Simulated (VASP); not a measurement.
# As (R-3m) in VASP: notebook

Aim: see how the results for As move with the level of theory and the settings. Levels: LDA, PBE+D3(BJ). Tasks: phonons, elastic constants, phonon dispersion, equation of state.

Everything below comes from runs of VASP 6.6.1. Logs are shortened: lines on timing, memory, paths and dates and some standing lists are left out, and cuts for length are marked.

## Step 1: The structure

The structure is trigonal, space group R-3m (No. 166). The conventional cell has a = 3.762 Å, b = 3.762 Å, c = 10.542 Å, α = 90.00°, β = 90.00°, γ = 120.00°. As (site symmetry 3m) has 3 As at 2.51 Å as nearest neighbours.

## Step 2: Phonons, LDA

File POSCAR:

```
As
1.0
    1.8807968987      1.0858785957      3.5140619945
   -1.8807968987      1.0858785957      3.5140619945
    0.0000000000     -2.1717571915      3.5140619945
As
2
Direct
    0.2260000000      0.2260000000      0.2260000000
    0.7740000000      0.7740000000      0.7740000000
```

File INCAR.step1:

```
ALGO = Normal
EDIFF = 1E-8
EDIFFG = -0.002
ENCUT = 600
IBRION = 2
ISIF = 3
ISMEAR = 0
LASPH = True
LCHARG = False
LREAL = False
LWAVE = False
NELM = 80
NSW = 40
PREC = Accurate
SIGMA = 0.02
```

File INCAR.step2:

```
ALGO = Normal
EDIFF = 1E-8
ENCUT = 600
IBRION = 6
ISIF = 2
ISMEAR = 0
LASPH = True
LCHARG = False
LREAL = False
LWAVE = False
NELM = 80
NFREE = 2
NSW = 1
POTIM = 0.015
PREC = Accurate
SIGMA = 0.02
```

File KPOINTS:

```
k-points
0
Gamma
  7 7 7
```

Potentials or basis: VASP PAW LDA potentials, release 64 (As).

Run with:

```
> cat potpaw_LDA.64/As/POTCAR > POTCAR
> cp INCAR.step1 INCAR
> mpirun -np 1 vasp_std > vasp.out
> cp CONTCAR POSCAR
> cp INCAR.step2 INCAR
> mpirun -np 1 vasp_std > vasp.out
```

OUTCAR:

```text
EDIFF = 1E-8
   ENCUT = 600
   IBRION = 6
   ISIF = 2
   ISMEAR = 0
   LASPH = True
   LREAL = False
   NELM = 80
   NFREE = 2
   NSW = 1
   POTIM = 0.015
   PREC = Accurate

 ion  position               nearest neighbor table
   1  0.231  0.231  0.231-   2 2.52   2 2.52   2 2.52
   2  0.769  0.769  0.769-   1 2.52   1 2.52   1 2.52

  LATTYP: Found a trigonal (rhomboedric) cell.
 ALAT       =     3.9679307632
 COS(alpha) =     0.5477636887

  Lattice vectors:

 A1 = (   1.8868257855,   1.0893593751,   3.3162718749)
 A2 = (  -1.8868257855,   1.0893593751,   3.3162718749)
 A3 = (   0.0000000000,  -2.1787187503,   3.3162718749)

Analysis of symmetry for initial positions (statically):
=====================================================================
 Subroutine PRICEL returns:
 Original cell was already a primitive cell.

 Routine SETGRP: Setting up the symmetry group for a
 trigonal (rhombohedral) supercell.

 Subroutine GETGRP returns: Found 12 space group operations
 (whereof 12 operations were pure point group operations)
 out of a pool of 12 trial point group operations.

The static configuration has the point symmetry D_3d.

Analysis of symmetry for dynamics (positions and initial velocities):
=====================================================================
 Subroutine PRICEL returns:
 Original cell was already a primitive cell.

 Routine SETGRP: Setting up the symmetry group for a
 trigonal (rhombohedral) supercell.

 Subroutine GETGRP returns: Found 12 space group operations
 (whereof 12 operations were pure point group operations)
 out of a pool of 12 trial point group operations.

The dynamic configuration has the point symmetry D_3d.

 Subroutine INISYM returns: Found 12 space group operations
 (whereof 12 operations are pure point group operations),
 and found     1 'primitive' translations

----------------------------------------------------------------------------------------

                                     Primitive cell

  volume of cell :      40.8982

  direct lattice vectors                    reciprocal lattice vectors
     1.886825785  1.089359375  3.316271875     0.264995319  0.152995118  0.100514477
    -1.886825785  1.089359375  3.316271875    -0.264995319  0.152995118  0.100514477
     0.000000000 -2.178718750  3.316271875     0.000000000 -0.305990237  0.100514477

  length of vectors
     3.967930763  3.967930763  3.967930763     0.322076365  0.322076365  0.322076366

  position of ions in fractional coordinates (direct lattice)
     0.230554478  0.230554478  0.230554478
     0.769445522  0.769445522  0.769445522

  ion indices of the primitive-cell ions
   primitive index   ion index
                 1           1
                 2           2

----------------------------------------------------------------------------------------

 KPOINTS: k-points

Automatic generation of k-mesh.
 Grid dimensions read from file:
 generate k-points for:    7    7    7

 Generating k-lattice:

  Cartesian coordinates                     Fractional coordinates (reciprocal lattice)
     0.037856474  0.021856445  0.014359211     0.142857143  0.000000000  0.000000000
    -0.037856474  0.021856445  0.014359211     0.000000000  0.142857143  0.000000000
     0.000000000 -0.043712891  0.014359211     0.000000000  0.000000000  0.142857143

  Length of vectors
     0.046010909  0.046010909  0.046010909

  Shift w.r.t. Gamma in fractional coordinates (k-lattice)
     0.000000000  0.000000000  0.000000000

[... 63 lines left out ...]
   EMIN   =  10.00;   EMAX   =-10.00  energy-range for DOS
   EFERMI =   0.00;   METHOD = LEGACY
   ISMEAR =     0;   SIGMA  =   0.02  broadening in eV -4-tet -1-fermi 0-gaus
   EFERMI_NEDOS =   21; number of points for ismear=-14 and -15
   IALGO  =     38    algorithm
   IMIX   =      4    mixing-type and parameters
     AMIX     =   0.40;   BMIX     =  1.00
     AMIX_MAG =   1.60;   BMIX_MAG =  1.00
  volume/ion in A,a.u.               =      20.45       138.00
  Fermi-wavevector in a.u.,A,eV,Ry     =   1.023702  1.934516 14.258429  1.047965
  Thomas-Fermi vector in A             =   2.157449
   LORBIT       =      0    0 simple, 1 ext, 2 COOP (PROOUT), +10 PAW based schemes
   GGA     = CA    functional components
   LHFCALC =     F    Hartree Fock is set to
   AEXX    =    0.0000 exact exchange contribution
   IVDW    =     0    specifies the selected vdW correction
   LEPSILON=     F    determine dielectric tensor
   LRPA    =     F    only Hartree local field effects (RPA)
 finite differences with symmetry
 non-spin polarized calculation
 Gauss-broadening in eV      SIGMA  =   0.02
  energy-cutoff  :      600.00
  volume of cell :       40.90
 maximum number of plane-waves:      1386
   NGX = 15   NGY = 15   NGZ = 15

--------------------------------------- Ionic step        1  -------------------------------------------

 number of electron      10.0000000 magnetization

 Free energy of the ion-electron system (eV)
  ---------------------------------------------------
  ext. energy  EPLUGINS =         0.00000000
  ---------------------------------------------------
  free energy    TOTEN  =       -10.81168500 eV

  energy without entropy =      -10.81168500  energy(sigma->0) =      -10.81168500

------------------------ aborting loop because EDIFF is reached ----------------------------------------

  FORCE on cell =-STRESS in cart. coord.  units (eV):
  Direction    XX          YY          ZZ          XY          YZ          ZX
  --------------------------------------------------------------------------------------
  -------------------------------------------------------------------------------------
  Total        0.0002179      0.0002179     -0.0000324      0.0000000      0.0000000     -0.0000000
  in kB        0.0085377      0.0085377     -0.0012698      0.0000000      0.0000000     -0.0000000
  external PRESSURE =       0.0052685 kB  Pullay stress =       0.0000000 kB
[... 131 lines left out ...]
--------------------------------------- Ionic step        5  -------------------------------------------

 number of electron      10.0000000 magnetization

 Free energy of the ion-electron system (eV)
  ---------------------------------------------------
  ext. energy  EPLUGINS =         0.00000000
  ---------------------------------------------------
  free energy    TOTEN  =       -10.81081635 eV

  energy without entropy =      -10.81081635  energy(sigma->0) =      -10.81081635

 E-fermi :   5.8109     XC(G=0): -10.3990

 val. band max:        5.7011396762   @ k =   0.4286   0.2857   0.2857
 cond. band min:       6.0757073966   @ k =   0.4286   0.0000   0.0000
 fundamental gap:      0.3745677203
 Fermi energy:         5.8109234128

 k-point     1 :       0.0000    0.0000    0.0000
  band No.  band energies     occupation
      1      -9.3519      2.00000
      2       0.4822      2.00000
      3       3.6716      2.00000
      4       3.7954      2.00000
      5       3.7954      2.00000
      6       8.0417      0.00000
      7       9.1148      0.00000
      8       9.1148      0.00000
      9      12.4233      0.00000
[... 265 lines left out ...]
 k-point    24 :       0.4286    0.2857    0.1429
  band No.  band energies     occupation
      1      -7.8028      2.00000
      2      -2.9803      2.00000
      3       1.1423      2.00000
      4       2.3812      2.00000
      5       4.6102      2.00000
      6       7.6294      0.00000
      7       9.1125      0.00000
      8       9.9537      0.00000
      9      11.8593      0.00000

 [... further k-points ...]

------------------------ aborting loop because EDIFF is reached ----------------------------------------

  FORCE on cell =-STRESS in cart. coord.  units (eV):
  Direction    XX          YY          ZZ          XY          YZ          ZX
  --------------------------------------------------------------------------------------
  -------------------------------------------------------------------------------------
  Total        0.0654674      0.0654674      0.1214452      0.0000000     -0.0000000      0.0000000
  in kB        2.5646698      2.5646698      4.7575845      0.0000000     -0.0000000      0.0000000
  external PRESSURE =       3.2956414 kB  Pullay stress =       0.0000000 kB
[... 17 lines left out ...]
  FREE ENERGIE OF THE ION-ELECTRON SYSTEM (eV)
  ---------------------------------------------------
  free  energy   TOTEN  =       -10.8108163521 eV

  energy  without entropy=      -10.8108163521  energy(sigma->0) =      -10.81081635

 INTERNAL STRAIN TENSORS FROM DISPLACED ATOMS
 ============================================

 INTERNAL STRAIN TENSOR FOR ION    1 for displacements in x,y,z  (eV/Angst):
          X           Y           Z          XY          YZ          ZX
  --------------------------------------------------------------------------------
  x     0.00000    -0.00000     0.00000     0.90980     0.00000    -5.23983
  y     0.90980    -0.90980     0.00000     0.00000    -5.23983     0.00000
  z    -4.18085    -4.18085    -8.16970     0.00000     0.00000    -0.00000

 INTERNAL STRAIN TENSOR FOR ION    2 for displacements in x,y,z  (eV/Angst):
          X           Y           Z          XY          YZ          ZX
  --------------------------------------------------------------------------------
  x     0.00000     0.00000    -0.00000    -0.90980     0.00000     5.23983
  y    -0.90980     0.90980    -0.00000    -0.00000     5.23983     0.00000
  z     4.18085     4.18085     8.16970     0.00000    -0.00000     0.00000

 Eigenvectors and eigenvalues of the dynamical matrix
 ----------------------------------------------------

   1 f  =    7.113063 THz    44.692696 2PiTHz  237.266258 cm-1    29.417254 meV
             X         Y         Z           dx          dy          dz
      0.000000 -0.000000  2.293744    -0.000000   -0.000000    0.707107
      0.000000 -0.000000  7.655072     0.000000    0.000000   -0.707107
[... 16 lines left out ...]
   5 f  =    0.000000 THz     0.000000 2PiTHz    0.000002 cm-1     0.000000 meV
             X         Y         Z           dx          dy          dz
      0.000000 -0.000000  2.293744     0.124052    0.692715   -0.068973
      0.000000 -0.000000  7.655072     0.124052    0.692715   -0.068973

   6 f/i=    0.000000 THz     0.000000 2PiTHz    0.000001 cm-1     0.000000 meV
             X         Y         Z           dx          dy          dz
      0.000000 -0.000000  2.293744     0.006552    0.068895    0.703712
      0.000000 -0.000000  7.655072     0.006552    0.068895    0.703712

 ELASTIC MODULI CONTR FROM IONIC RELAXATION (kBar)
 Direction    XX          YY          ZZ          XY          YZ          ZX
 --------------------------------------------------------------------------------
 XX         -97.3136    -79.2796   -172.5383      0.0000     51.9320     -0.0000
 YY         -79.2796    -97.3136   -172.5383     -0.0000    -51.9320      0.0000
 ZZ        -172.5383   -172.5383   -337.1527     -0.0000      0.0000      0.0000
 XY           0.0000     -0.0000     -0.0000     -9.0170     -0.0000     51.9320
 YZ          51.9320    -51.9320      0.0000     -0.0000   -299.0942      0.0000
 ZX          -0.0000      0.0000      0.0000     51.9320      0.0000   -299.0942
 --------------------------------------------------------------------------------
```

Wall time 5.4 min (1 thread of AMD EPYC 7R13 (Zen 3), shared host); peak memory 0.22 GiB.

What came out:

```yaml
Relaxed_volume: 20.45 Å³/atom
Relaxed_cell: a = 3.968 Å, b = 3.968 Å, c = 3.968 Å, α = 56.79°, β = 56.79°, γ = 56.79°
Space_group_after_relaxing_to_0.05_Å: R-3m (No. 166)
Highest_phonon_frequency_at_Γ: 237 cm⁻¹
```

Step by step:
```
step  energy change (eV)  largest force (eV/Å)  pressure (GPa)  volume (Å³)
   1              0.0000                0.2957           -1.03        43.06
   2             -0.0113                0.1896           -0.22        42.20
   3             -0.0159                0.0620            0.97        41.15
   4             -0.0223                0.0463            0.57        41.01
   5             -0.0264                0.1936            0.06        40.79
   6             -0.0302                0.0924            0.12        40.80
   7             -0.0314                0.0060            0.18        40.81
   8             -0.0314                0.0099            0.18        40.81
   9             -0.0315                0.0063           -0.06        40.92
  10             -0.0315                0.0018            0.00        40.89
  11             -0.0315                0.0015            0.00        40.89
  12             -0.0315                0.0007            0.00        40.90
```

Final structure:
```xyz
2
Lattice="1.8868 1.0894 3.3163 -1.8868 1.0894 3.3163 0.0000 -2.1787 3.3163" Properties=species:S:1:pos:R:3 pbc="T T T"
As    0.0000    0.0000    2.2937
As    0.0000    0.0000    7.6551
```

Phonon frequencies in cm⁻¹ (negative: imaginary):
| q point | frequencies |
| --- | --- |
| (0.000, 0.000, 0.000) | 0 0 0 162 162 237 |

## Step 3: Elastic constants, LDA

POSCAR is that of step 2.

File INCAR.step1:

```
SYSTEM = As
PREC = Accurate
ENCUT = 600
EDIFF = 1E-8
ISMEAR = 0
SIGMA = 0.02
LREAL = .False.
LASPH = .True.
NELM = 80
ALGO = Normal
ISIF = 3
LWAVE = .False.
LCHARG = .False.
GGA = CA
IBRION = 2
NSW = 40
EDIFFG = -0.002
```

File INCAR.step2:

```
SYSTEM = As
PREC = Accurate
ENCUT = 600
EDIFF = 1E-8
ISMEAR = 0
SIGMA = 0.02
LREAL = .False.
LASPH = .True.
NELM = 80
ALGO = Normal
ISIF = 3
LWAVE = .False.
LCHARG = .False.
GGA = CA
IBRION = 6
NFREE = 2
POTIM = 0.015
NSW = 1
```

File KPOINTS:

```
Automatic mesh
0
Gamma
  7 7 7
  0 0 0
```

Potentials or basis: VASP PAW LDA potentials, release 64 (As).

Run with:

```
> cat potpaw_LDA.64/As/POTCAR > POTCAR
> cp INCAR.step1 INCAR
> mpirun -np 1 vasp_std > vasp.out
> cp CONTCAR POSCAR
> cp INCAR.step2 INCAR
> mpirun -np 1 vasp_std > vasp.out
```

It took 11 min on 1 thread of AMD EPYC 7R13 (Zen 3), shared host; peak memory 0.25 GiB.

It converged, with:

```
Relaxed volume                         : 20.45 Å³/atom
Relaxed cell                           : a = 3.968 Å, b = 3.968 Å, c = 3.968 Å, α = 56.79°, β = 56.79°, γ = 56.79°
Space group after relaxing (to 0.05 Å) : R-3m (No. 166)
Voigt bulk modulus                     : 72 GPa
Highest phonon frequency at Γ          : 237 cm⁻¹
```

The path:
```csv
step,energy change (eV),largest force (eV/Å),pressure (GPa),volume (Å³)
1,0.0000,0.2957,-1.03,43.06
2,-0.0113,0.1896,-0.22,42.20
3,-0.0159,0.0620,0.97,41.15
4,-0.0223,0.0463,0.57,41.01
5,-0.0264,0.1936,0.06,40.79
6,-0.0302,0.0924,0.12,40.80
7,-0.0314,0.0060,0.18,40.81
8,-0.0314,0.0099,0.18,40.81
9,-0.0315,0.0063,-0.06,40.92
10,-0.0315,0.0018,0.00,40.89
11,-0.0315,0.0015,0.00,40.89
12,-0.0315,0.0007,0.00,40.90
```

Final structure:
```
As
1.0
     1.88683    1.08936    3.31627
    -1.88683    1.08936    3.31627
     0.00000   -2.17872    3.31627
As
2
Direct
  0.23055 0.23055 0.23055
  0.76945 0.76945 0.76945
```

Phonon frequencies in cm⁻¹ (negative: imaginary):
| q point | frequencies |
| --- | --- |
| (0.000, 0.000, 0.000) | 0 0 0 162 162 237 |

Elastic tensor in Voigt notation (GPa, in the Cartesian axes of the cell as first typed):
```
175  38  36 -34   0   0
 38 175  36  34   0   0
 36  36  81   0   0   0
-34  34   0  60   0   0
  0   0   0   0  60 -34
  0   0   0   0 -34  68
```

Clamped-ion elastic tensor (GPa):
```
184  46  54 -39   0   0
 46 184  54  39   0   0
 54  54 115   0   0   0
-39  39   0  90   0   0
  0   0   0   0  90 -39
  0   0   0   0 -39  69
```

(Part 1 of 2 ends here.)
